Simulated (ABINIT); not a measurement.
Runs of ABINIT 10.8.3 (patched build) on La. It takes space group P6_3/mmc (No. 194, hexagonal). The conventional cell has a = 3.750 Å, b = 3.750 Å, c = 6.070 Å, α = 90.00°, β = 90.00°, γ = 120.00°. La (site symmetry -6m2) has 12 La at 3.73 to 3.75 Å as nearest neighbours. This isn't the form of La at room conditions, which is double hcp.

```tsv
task	level	potentials or basis	k mesh	smearing	stop of the response cycle (tolvrs)	q mesh	acoustic sum rule (asr)	gap on the mesh (eV)	pressure (GPa)
positron lifetime	PBEsol	JTH PAW PBE v2.0	6 × 6 × 4	cold (ABINIT) 0.2 eV	-	-	-	none	-1.4
phonon dispersion	LDA	JTH PAW LDA v2.0	8 × 8 × 4	gaussian 0.2 eV	1e-08	2 × 2 × 2	2	none	(b)
single point	LDA	JTH PAW LDA v2.0	6 × 6 × 4	fermi-dirac 0.05 eV	-	-	-	none	-2.8
positron lifetime	PBE	JTH PAW PBE v2.0	6 × 6 × 4	gaussian 0.1 eV	-	-	-	none	0.6
positron lifetime	LDA	JTH PAW LDA v2.0	6 × 6 × 4	fermi-dirac 0.1 eV	-	-	-	none	(a)
```

Alike in all rows: no spin polarisation; cell as given; cutoff (eV) 408.

Problem. Fill in the values left out.

Solution. (a) -2.7; (b) -2.6.

Caveats: the PAW basis is incomplete for the positron (some runs); the PAW data sets were made with another functional, which shifts forces and pressure a little (some runs); some modes are imaginary (some runs).

A k mesh can miss the band edges, and the runs leave out spin-orbit coupling on La.

A gap of «none» marks a metal or a gap under the smearing width.

Not every run made on this cell is shown here.
